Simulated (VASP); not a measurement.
SnSe under changes of volume

One of the cells (51.468 Å³/atom); the others are scaled copies at fixed shape and fractional positions:

```xyz
4
Lattice="4.3137 0.0000 0.0000 0.0000 4.3137 0.0000 0.0000 0.0000 11.0635" Properties=species:S:1:pos:R:3 pbc="T T T"
Sn    0.0000    2.1569    6.9453
Sn    2.1569    0.0000    4.1181
Se    0.0000    2.1569    4.2479
Se    2.1569    0.0000    6.8155
```

- Program: VASP 6.6.1
- Functional: PBE
- Potentials or basis: VASP PAW PBE potentials, release 64 (Sn_d, Se)
- Cutoff: 520 eV
- k mesh: 6 × 6 × 3
- Occupations: fermi-dirac, width 0.05 eV
- Spin: no spin polarisation

```tsv
volume (Å³/atom)	energy over the lowest point (meV/atom)	gap on the mesh (eV)	largest force (eV/Å)
47.431	32.21	1.40	0.648
48.440	?	?	?
49.449	8.25	1.50	0.383
51.468	0.00	1.54	0.156
52.477	0.80	1.56	0.107
53.486	4.46	1.57	0.224
```

**Question.** What does the run at 48.440 Å³/atom give?

**Answer.** Energy over the lowest point 18.05 meV/atom; gap on the mesh 1.46 eV; largest force 0.510 eV/Å.

Worked out: A Birch-Murnaghan fit of order 3 (a polynomial in V^(-2/3)) to the other rows has its minimum at 51.70 Å³/atom with B0 = V·E''(V) = 25 GPa and B' = 4.4 at fixed shape and positions, which overstates the stiffness. It gives 18.05 meV/atom at 48.440 Å³/atom, against the run's 18.05. A parabola through the other rows of the gap, of slope 2.18 eV per unit of ln V there, gives 1.45 eV, against the run's 1.46.

Energies are extrapolated to zero smearing.

Caveats: spin-orbit coupling is left out, which moves the levels of the heavy elements.

A mesh can miss the band edges.
